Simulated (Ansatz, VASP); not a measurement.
**CdF2 in VASP and in Ansatz**

INCAR

```
SYSTEM = CdF2
ALGO = Normal ; EDIFF = 1E-7
ENCUT = 520 ; GGA = PS
ISIF = 2 ; ISMEAR = -1
LASPH = .TRUE. ; LCHARG = .FALSE.
LREAL = .FALSE. ; LWAVE = .FALSE.
NBANDS = 20 ; NELM = 100
PREC = Accurate ; SIGMA = 0.05
```

KPOINTS

```
k-points
0
G
  9 9 9
  0 0 0
```

File POSCAR:

```
CdF2
1.0
    0.0000000000      2.7294514339      2.7294514339
    2.7294514339      0.0000000000      2.7294514339
    2.7294514339      2.7294514339      0.0000000000
Cd F
1 2
Direct
    0.0000000000      0.0000000000      0.0000000000
    0.7500000000      0.7500000000      0.7500000000
    0.2500000000      0.2500000000      0.2500000000
```

input.yaml

```yaml
crystal:
  lattice:
    - [0.0, 2.7294514339, 2.7294514339]
    - [2.7294514339, 0.0, 2.7294514339]
    - [2.7294514339, 2.7294514339, 0.0]
  atoms:
    - { symbol: Cd, position: [0.0, 0.0, 0.0] }
    - { symbol: F, position: [0.75, 0.75, 0.75] }
    - { symbol: F, position: [0.25, 0.25, 0.25] }
hamiltonian:
  xc: pbesol
  pseudopotentials: { kind: paw }
kpoints:
  mp_grid: { grid: [9, 9, 9] }
scf:
  occupations: { method: fermi_dirac, width: 0.05 }
output:
  forces: true
  stress: true
  eigenvalues: true
```

Alike in both runs: task single point; functional PBEsol; k mesh 9 × 9 × 9; occupations fermi-dirac, width 0.05 eV; no spin polarisation.

|  | VASP | Ansatz |
| --- | --- | --- |
| version | VASP 6.6.1 | Ansatz 0.2.0 |
| potentials or method | VASP PAW PBE potentials, release 64 (Cd, F) | Ansatz PAW |
| plane-wave cutoff (eV) | 520 | 420 |
| valence electrons in the cell | 26 | 34 |

VASP gave:

| Quantity | Value |
| --- | --- |
| gap on the k mesh at the Fermi level (eV) | 2.80 |
| least direct gap on the mesh (eV) | 3.31 |
| pressure (GPa) | -3.5 |

Task: What did Ansatz give for the same quantities?

Result: gap on the k mesh at the Fermi level (eV): 2.83; least direct gap on the mesh (eV): 3.34; pressure (GPa): -4.1.

The two sets of potentials don't hold the same shells in valence.

Caveats: the PAW data sets were made with another functional, which shifts forces and pressure a little (VASP); an odd mesh through Γ misses points on the zone boundary, where band edges often lie (VASP); odd divisions of the mesh miss points on the zone boundary, where band edges often lie, so the gap on the mesh can be too wide (Ansatz); the pressure holds a Pulay correction of +0.7 GPa for the finite cutoff (Ansatz); the PAW data sets come from PBE, with cores solved anew for the run's functional, which leaves a small shift of forces and pressure (Ansatz). PBEsol gaps usually lie below the measured ones, often by a third to a half.
